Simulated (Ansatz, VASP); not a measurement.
## CdS (Greenockite) in VASP and in Ansatz

```
Cd S
1.0
     4.14307    0.00000    0.00000
    -2.07154    3.58801    0.00000
     0.00000    0.00000    6.72575
Cd S
2 2
Cartesian
  -0.0088 2.4120 6.6998
  2.0471 1.1001 3.3168
  -0.0080 2.3389 2.5113
  2.0394 1.1768 5.9603
```

Alike in both runs: task single point; functional LDA; k mesh 6 × 6 × 2; no spin polarisation.

```csv
,VASP,Ansatz
version,VASP 6.6.1,Ansatz 0.2.0
potentials or method,"VASP PAW LDA potentials, release 64 (Cd, S)","plane waves, PAW"
plane-wave cutoff (eV),520,540
occupations,"gaussian, width 0.01 eV",fixed
valence electrons in the cell,36,52
```

VASP gave:

| Property | Result |
| --- | --- |
| pressure (GPa) | -2.2 |
| largest component of the traceless stress (GPa) | 1.15 |
| rms of the force components (eV/Å) | 0.246 |

Question: Which values does Ansatz return?

Answer: Pressure (GPa): -2.7; largest component of the traceless stress (GPa): 1.07; rms of the force components (eV/Å): 0.238.

Atom by atom the forces differ by 0.009 eV/Å (rms over components). The two sets of potentials don't hold the same shells in valence. Ansatz warned: «stress_scf_threshold_loose».

Caveats: the k mesh is coarse (spacing up to 0.47 Å⁻¹), so the values aren't converged. As with any semilocal functional, this LDA gap is likely too small.
